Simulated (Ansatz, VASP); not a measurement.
# Two plane-wave programs on AlRu

The input INCAR:

```
ALGO = Normal
EDIFF = 1E-6
EDIFFG = -0.01
ENCUT = 600
IBRION = 2
ISIF = 3
ISMEAR = -1
LASPH = T
LCHARG = F
LREAL = F
LWAVE = F
NELM = 80
NSW = 60
PREC = Accurate
SIGMA = 0.05
```

The input KPOINTS:

```
k-points
0
Gamma
  9 9 9
```

Contents of POSCAR:

```
AlRu
1.0
    2.9916000000      0.0000000000      0.0000000000
    0.0000000000      2.9916000000      0.0000000000
    0.0000000000      0.0000000000      2.9916000000
Ru Al
1 1
Direct
    0.5000000000      0.5000000000      0.5000000000
    0.0000000000      0.0000000000      0.0000000000
```

Contents of input.yaml:

```yaml
crystal:
  lattice:
    - [2.9916, 0.0, 0.0]
    - [0.0, 2.9916, 0.0]
    - [0.0, 0.0, 2.9916]
  atoms:
    - { symbol: Ru, position: [0.5, 0.5, 0.5] }
    - { symbol: Al, position: [0.0, 0.0, 0.0] }
hamiltonian:
  xc: lda
  pseudopotentials: { kind: paw }
kpoints:
  mp_grid: { grid: [9, 9, 9] }
scf:
  occupations: { method: fermi_dirac, width: 0.05 }
output:
  forces: true
  stress: true
  eigenvalues: true
  write_density: true
  write_potential: true
  elf: true
  volumetric_format: npy
relax:
  f_tol: 0.01
  max_steps: 40
  cell: { stress_tol: 0.05 }
```

Alike in both runs: task relaxation of cell and atoms; functional LDA; k mesh 9 × 9 × 9; occupations fermi-dirac, width 0.05 eV; no spin polarisation.

|  | VASP | Ansatz |
| --- | --- | --- |
| version | VASP 6.6.1 | Ansatz 0.2.0 |
| potentials or method | VASP PAW LDA potentials, release 64 (Ru_pv, Al) | Ansatz PAW |
| plane-wave cutoff (eV) | 600 | 420 |
| valence electrons in the cell | 17 | 19 |

```tsv
	VASP	Ansatz	Ansatz less VASP
gap on the k mesh at the Fermi level, each at its own relaxed structure (eV)	none	none	-
relaxed volume (Å³/atom)	12.91	12.88	-0.030
relaxed cell length with the largest relative difference (Å)	2.956	2.954	-0.0023
energy change over the relaxation (meV/atom)	-12	-13	-1.6
```

A gap of «none» marks a metal or a gap that the smearing closes. The two sets of potentials don't hold the same shells in valence.

Caveats: the plane-wave basis is chosen anew once the cell has moved, so the energies of steps on either side of that aren't comparable (Ansatz); the PAW data sets come from PBE, with cores solved anew for the run's functional, which leaves a small shift of forces and pressure (Ansatz). LDA usually gives volumes a few per cent too small. Zero-point motion and thermal expansion aren't in these numbers.
